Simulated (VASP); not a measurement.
# Ge (Fd-3m) in VASP: a series of runs, part 2 of 2

VASP 6.6.1.

**5. Single point, PBE (a relaxed cell with its volume scaled by 0.97)**

INCAR reads:

```
SYSTEM = Ge
PREC     = Accurate       ! precision mode
ENCUT    = 520            ! plane-wave cutoff, eV
EDIFF    = 1E-7           ! SCF threshold, eV
ISMEAR   = 0              ! smearing method
SIGMA    = 0.02           ! smearing width, eV
LREAL    = .FALSE.        ! projectors in reciprocal space
LASPH    = .TRUE.         ! aspherical terms in the spheres
NELM     = 80             ! most SCF steps
ALGO     = Normal         ! electronic algorithm
ISIF     = 2              ! what is computed and relaxed
LWAVE    = .FALSE.        ! write WAVECAR
LCHARG   = .FALSE.        ! write CHGCAR
GGA      = PE             ! functional
NBANDS   = 11             ! bands
```

KPOINTS reads:

```
Automatic mesh
0
G
  10 10 10
  0 0 0
```

POSCAR reads:

```
Ge                                      
1.0
    0.0000000000      2.8617423948      2.8617423948
    2.8617423948      0.0000000000      2.8617423948
    2.8617423948      2.8617423948      0.0000000000
  Ge            
     2
Direct
     0.0000000000000000    0.0000000000000000    0.0000000000000000
     0.2500000000000000    0.2500000000000000    0.2500000000000000
```

Potentials or basis: VASP PAW PBE potentials, release 64 (Ge).

Started as:

```
> cat potpaw_PBE.64/Ge/POTCAR > POTCAR
> mpirun -np 1 vasp_std > vasp.out
```

OUTCAR:

```text
SYSTEM = Ge
   PREC = Accurate
   ENCUT = 520
   EDIFF = 1E-7
   ISMEAR = 0
   LREAL = .FALSE.
   LASPH = .TRUE.
   NELM = 80
   ISIF = 2
   GGA = PE

 ion  position               nearest neighbor table
   1  0.000  0.000  0.000-   2 2.48   2 2.48   2 2.48   2 2.48
   2  0.250  0.250  0.250-   1 2.48   1 2.48   1 2.48   1 2.48

  LATTYP: Found a face centered cubic cell.
 ALAT       =     5.7234847896

  Lattice vectors:

 A1 = (   0.0000000000,   2.8617423948,   2.8617423948)
 A2 = (   2.8617423948,   0.0000000000,   2.8617423948)
 A3 = (   2.8617423948,   2.8617423948,   0.0000000000)

Analysis of symmetry for initial positions (statically):
=====================================================================
 Subroutine PRICEL returns:
 Original cell was already a primitive cell.

 Routine SETGRP: Setting up the symmetry group for a
 face centered cubic supercell.

 Subroutine GETGRP returns: Found 48 space group operations
 (whereof 24 operations were pure point group operations)
 out of a pool of 48 trial point group operations.

The static configuration has the point symmetry T_d .
 The point group associated with its full space group is O_h .

Analysis of symmetry for dynamics (positions and initial velocities):
=====================================================================
 Subroutine PRICEL returns:
 Original cell was already a primitive cell.

 Routine SETGRP: Setting up the symmetry group for a
 face centered cubic supercell.

 Subroutine GETGRP returns: Found 48 space group operations
 (whereof 24 operations were pure point group operations)
 out of a pool of 48 trial point group operations.

The dynamic configuration has the point symmetry T_d .
 The point group associated with its full space group is O_h .

 Subroutine INISYM returns: Found 48 space group operations
 (whereof 24 operations are pure point group operations),
 and found     1 'primitive' translations

----------------------------------------------------------------------------------------

                                     Primitive cell

  volume of cell :      46.8729

  direct lattice vectors                    reciprocal lattice vectors
     0.000000000  2.861742395  2.861742395    -0.174718731  0.174718731  0.174718731
     2.861742395  0.000000000  2.861742395     0.174718731 -0.174718731  0.174718731
     2.861742395  2.861742395  0.000000000     0.174718731  0.174718731 -0.174718731

  length of vectors
     4.047114907  4.047114907  4.047114907     0.302621719  0.302621719  0.302621719

  position of ions in fractional coordinates (direct lattice)
     0.000000000  0.000000000  0.000000000
     0.250000000  0.250000000  0.250000000

  ion indices of the primitive-cell ions
   primitive index   ion index
                 1           1
                 2           2

----------------------------------------------------------------------------------------

 KPOINTS: Automatic mesh

Automatic generation of k-mesh.
 Grid dimensions read from file:
 generate k-points for:   10   10   10

 Generating k-lattice:

  Cartesian coordinates                     Fractional coordinates (reciprocal lattice)
    -0.017471873  0.017471873  0.017471873     0.100000000  0.000000000  0.000000000
[... 42 lines left out ...]
   number of dos      NEDOS =    301   number of ions     NIONS =      2
   total plane-waves  NPLWV =  27000
   dimension x,y,z NGX =    30 NGY =   30 NGZ =   30
   dimension x,y,z NGXF=    60 NGYF=   60 NGZF=   60
   ions per type =               2
   NGX,Y,Z   is equivalent  to a cutoff of  12.32, 12.32, 12.32 a.u.
   NGXF,Y,Z  is equivalent  to a cutoff of  24.65, 24.65, 24.65 a.u.
 SYSTEM =  Ge
   PREC   = accura    normal or accurate (medium, high low for compatibility)
   ISTART =      0    job   : 0-new  1-cont  2-samecut
   ICHARG =      2    charge: 1-file 2-atom 10-const
   ISPIN  =      1    spin polarized calculation?
   LNONCOLLINEAR =      F non collinear calculations
   LSORBIT =      F    spin-orbit coupling
   LASPH  =      T    aspherical Exc in radial PAW
   ENCUT  =  520.0 eV  38.22 Ry    6.18 a.u.   7.52  7.52  7.52*2*pi/ulx,y,z
   NELM   =     80;   NELMIN=  2; NELMDL= -5     # of ELM steps
   EDIFF  = 0.1E-06   stopping-criterion for ELM
   LREAL  =      F    real-space projection
   EDIFFG = 0.1E-05   stopping-criterion for IOM
   NSW    =      0    number of steps for IOM
   IBRION =     -1    ionic relax: 0-MD 1-quasi-New 2-CG
   NFREE  =      0    steps in history (QN), initial steepest desc. (CG)
   ISIF   =      2    stress and relaxation
   ISYM   =      2    0-nonsym 1-usesym 2-fastsym
   POTIM  = 0.5000    time-step for ionic-motion
   TEBEG  =    0.0;   TEEND  =   0.0 temperature during run
   PSTRESS=    0.0 pullay stress
   NELECT =       8.0000    total number of electrons
   NUPDOWN=      -1.0000    fix difference up-down
   EMIN   =  10.00;   EMAX   =-10.00  energy-range for DOS
   EFERMI =   0.00;   METHOD = LEGACY
   ISMEAR =     0;   SIGMA  =   0.02  broadening in eV -4-tet -1-fermi 0-gaus
   EFERMI_NEDOS =   21; number of points for ismear=-14 and -15
   IALGO  =     38    algorithm
   IMIX   =      4    mixing-type and parameters
     AMIX     =   0.40;   BMIX     =  1.00
     AMIX_MAG =   1.60;   BMIX_MAG =  1.00
  volume/ion in A,a.u.               =      23.44       158.16
  Fermi-wavevector in a.u.,A,eV,Ry     =   0.908094  1.716049 11.219844  0.824635
  Thomas-Fermi vector in A             =   2.031980
   LORBIT       =      0    0 simple, 1 ext, 2 COOP (PROOUT), +10 PAW based schemes
   GGA     = PE    functional components
   LHFCALC =     F    Hartree Fock is set to
   AEXX    =    0.0000 exact exchange contribution
   IVDW    =     0    specifies the selected vdW correction
   LEPSILON=     F    determine dielectric tensor
   LRPA    =     F    only Hartree local field effects (RPA)
 non-spin polarized calculation
 Gauss-broadening in eV      SIGMA  =   0.02
  energy-cutoff  :      520.00
  volume of cell :       46.87
 maximum number of plane-waves:      1295
   NGX = 15   NGY = 15   NGZ = 15

 number of electron       7.9999999 magnetization

 Free energy of the ion-electron system (eV)
  ---------------------------------------------------
  ext. energy  EPLUGINS =         0.00000000
  ---------------------------------------------------
  free energy    TOTEN  =        -8.97769845 eV

  energy without entropy =       -8.97766759  energy(sigma->0) =       -8.97768302

 E-fermi :   3.4834     XC(G=0):  -8.9980

 val. band max:        3.4772936319   @ k =   0.0000   0.0000   0.0000
 cond. band min:       3.5602982089   @ k =   0.5000   0.0000   0.0000
 fundamental gap:      0.0830045770
 Fermi energy:         3.4833849666

 k-point     1 :       0.0000    0.0000    0.0000
  band No.  band energies     occupation
      1      -9.0389      2.00000
      2       3.2254      2.00000
      3       3.4773      1.33334
      4       3.4773      1.33333
      5       3.4773      1.33333
      6       6.0016      0.00000
      7       6.0016      0.00000
      8       6.0016      0.00000
      9       9.8035      0.00000
     10      12.6619      0.00000
     11      12.6619      0.00000
[... 309 lines left out ...]
 k-point    24 :       0.4000    0.3000    0.0000
  band No.  band energies     occupation
      1      -7.0931      2.00000
      2      -3.0598      2.00000
      3       0.5682      2.00000
      4       0.9426      2.00000
      5       4.4900      0.00000
      6       5.6341      0.00000
      7       9.9712      0.00000
      8      10.5055      0.00000
      9      12.8494      0.00000
     10      14.8322      0.00000
     11      14.8683      0.00000

 [... further k-points ...]

------------------------ aborting loop because EDIFF is reached ----------------------------------------

  FORCE on cell =-STRESS in cart. coord.  units (eV):
  Direction    XX          YY          ZZ          XY          YZ          ZX
  --------------------------------------------------------------------------------------
  -------------------------------------------------------------------------------------
  Total        0.5662242      0.5662242      0.5662242     -0.0000000      0.0000000     -0.0000000
  in kB       19.3542970     19.3542970     19.3542970     -0.0000000      0.0000000     -0.0000000
  external PRESSURE =      19.3542970 kB  Pullay stress =       0.0000000 kB

 VOLUME and BASIS-vectors are now :
 -----------------------------------------------------------------------------
  energy-cutoff  :      520.00
  volume of cell :       46.87
      direct lattice vectors                 reciprocal lattice vectors
     0.000000000  2.861742395  2.861742395    -0.174718731  0.174718731  0.174718731
     2.861742395  0.000000000  2.861742395     0.174718731 -0.174718731  0.174718731
     2.861742395  2.861742395  0.000000000     0.174718731  0.174718731 -0.174718731

 POSITION                                       TOTAL-FORCE (eV/Angst)
 -----------------------------------------------------------------------------------
      0.00000      0.00000      0.00000        -0.000000     -0.000000     -0.000000
      1.43087      1.43087      1.43087         0.000000      0.000000      0.000000
 -----------------------------------------------------------------------------------
    total drift:                               -0.000000     -0.000000     -0.000000

  FREE ENERGIE OF THE ION-ELECTRON SYSTEM (eV)
  ---------------------------------------------------
  free  energy   TOTEN  =        -8.9776984462 eV

  energy  without entropy=       -8.9776675938  energy(sigma->0) =       -8.97768302
```

Run time: 9.9 s. Hardware: 1 thread of Intel Xeon 6975P-C (Granite Rapids), shared host; peak memory 0.17 GiB.

What came out:

```
Free energy            : -8.9777 eV
Pressure               : 1.9 GPa
Band gap on the k mesh : none (metal or under the smearing width)
```

**6. The runs side by side**

| task | cell | gap on the mesh (eV) | pressure (GPa) |
| --- | --- | --- | --- |
| relaxation of cell and atoms | relaxed | none | 0.0 |
| single point | as given | none | 0.0 |
| single point | a relaxed cell with its volume scaled by 0.97 | none | 1.9 |

Alike in all rows: level PBE; potentials or basis VASP PAW PBE potentials, release 64 (Ge); no spin polarisation; k mesh 10 × 10 × 10; cutoff (eV) 520; smearing gaussian 0.02 eV.

Caveats: this crystal is a semiconductor, whose small gap the functional closes, so the metal is an error of the method (some runs); the relaxation stopped at its first step, so nothing moved (some runs).

Total energies depend on the potentials used, so only differences within one code and one set of settings carry meaning.

**7. Against experiment**

Step 4. A measured gap of Ge is 0.666 eV (indirect; 293 K; “Electronic and optical properties of SixGe1-x-ySny alloys lattice-matched to Ge”, 2021, arxiv:2109.02782); the calculated 0.00 eV misses it by -0.67 eV. 3 values of this kind are on record (0.666 to 0.807 eV); this one was drawn at random among those near their median. Spin-orbit coupling on Ge is left out. The value is that of PBE on a finite k mesh, which can miss the band edges, without temperature or zero-point motion. Semilocal functionals fall short of measured gaps as a rule.
